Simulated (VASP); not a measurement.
Set up this calculation in VASP 6.6.1, as the native input.

| Property | Result |
| --- | --- |
| Task | band structure |
| Functional | PBE |
| Potentials or basis | VASP PAW PBE potentials, release 64 (Pb_d, S) |
| Cutoff | 520 eV |
| k mesh | 6 × 6 × 6 |
| Occupations | fermi-dirac, width 0.05 eV |
| Spin | spin-orbit coupling, no magnetisation |
| Further INCAR settings | ALGO = Normal; EDIFF = 1e-06 |

PbS (Galena):

```
CELL_PARAMETERS angstrom
0.00000 2.96575 2.96575
2.96575 0.00000 2.96575
2.96575 2.96575 0.00000
ATOMIC_POSITIONS crystal
Pb 0.00000 0.00000 0.00000
S 0.50000 0.50000 0.50000
```

One way to write it, as run:

POSCAR

```
PbS
1.0
    0.0000000000      2.9657500000      2.9657500000
    2.9657500000      0.0000000000      2.9657500000
    2.9657500000      2.9657500000      0.0000000000
Pb S
1 1
Direct
    0.0000000000      0.0000000000      0.0000000000
    0.5000000000      0.5000000000      0.5000000000
```

INCAR.step1

```
PREC     = Accurate       # precision mode
ENCUT    = 520            # plane-wave cutoff, eV
EDIFF    = 1E-6           # SCF threshold, eV
ISMEAR   = -1             # smearing method
SIGMA    = 0.05           # smearing width, eV
LREAL    = F              # projectors in reciprocal space
LASPH    = T              # aspherical terms in the spheres
NELM     = 80             # most SCF steps
ALGO     = Normal         # electronic algorithm
ISIF     = 2              # what is computed and relaxed
LWAVE    = F              # write WAVECAR
LCHARG   = T              # write CHGCAR
MAGMOM   = 0 0 0 0 0 0    # initial moments
LORBIT   = 11             # projections on sites
LSORBIT  = T              # spin-orbit coupling
GGA_COMPAT= F            
GGA      = PE             # functional
```

KPOINTS.step1

```
regular mesh
0
Gamma
  6 6 6
```

INCAR.step2

```
PREC     = Accurate       # precision mode
ENCUT    = 520            # plane-wave cutoff, eV
EDIFF    = 1E-6           # SCF threshold, eV
ISMEAR   = 0              # smearing method
SIGMA    = 0.05           # smearing width, eV
LREAL    = F              # projectors in reciprocal space
LASPH    = T              # aspherical terms in the spheres
NELM     = 80             # most SCF steps
ALGO     = Normal         # electronic algorithm
ISIF     = 2              # what is computed and relaxed
LWAVE    = F              # write WAVECAR
LCHARG   = F              # write CHGCAR
MAGMOM   = 0 0 0 0 0 0    # initial moments
LORBIT   = 11             # projections on sites
LSORBIT  = T              # spin-orbit coupling
GGA_COMPAT= F            
GGA      = PE             # functional
ICHARG   = 11             # starting density
```

KPOINTS.step2

```
path GXWKGLUWLK,UX
15
line-mode
reciprocal
 0.0000000000  0.0000000000  0.0000000000  G
 0.5000000000  0.0000000000  0.5000000000  X

 0.5000000000  0.0000000000  0.5000000000  X
 0.5000000000  0.2500000000  0.7500000000  W

 0.5000000000  0.2500000000  0.7500000000  W
 0.3750000000  0.3750000000  0.7500000000  K

 0.3750000000  0.3750000000  0.7500000000  K
 0.0000000000  0.0000000000  0.0000000000  G

 0.0000000000  0.0000000000  0.0000000000  G
 0.5000000000  0.5000000000  0.5000000000  L

 0.5000000000  0.5000000000  0.5000000000  L
 0.6250000000  0.2500000000  0.6250000000  U

 0.6250000000  0.2500000000  0.6250000000  U
 0.5000000000  0.2500000000  0.7500000000  W

 0.5000000000  0.2500000000  0.7500000000  W
 0.5000000000  0.5000000000  0.5000000000  L

 0.5000000000  0.5000000000  0.5000000000  L
 0.3750000000  0.3750000000  0.7500000000  K

 0.6250000000  0.2500000000  0.6250000000  U
 0.5000000000  0.0000000000  0.5000000000  X
```

Potentials or basis: VASP PAW PBE potentials, release 64 (Pb_d, S).

Launch:

```sh
$ cat potpaw_PBE.64/Pb_d/POTCAR potpaw_PBE.64/S/POTCAR > POTCAR
$ cp INCAR.step1 INCAR
$ cp KPOINTS.step1 KPOINTS
$ mpirun -np 1 vasp_ncl > vasp.out
$ cp INCAR.step2 INCAR
$ cp KPOINTS.step2 KPOINTS
$ mpirun -np 1 vasp_ncl > vasp.out
```

Wall time 4.7 min on 1 thread of Intel(R) Xeon(R) Platinum 8488C (Sapphire Rapids), on a shared host, peak memory 0.5 GiB.
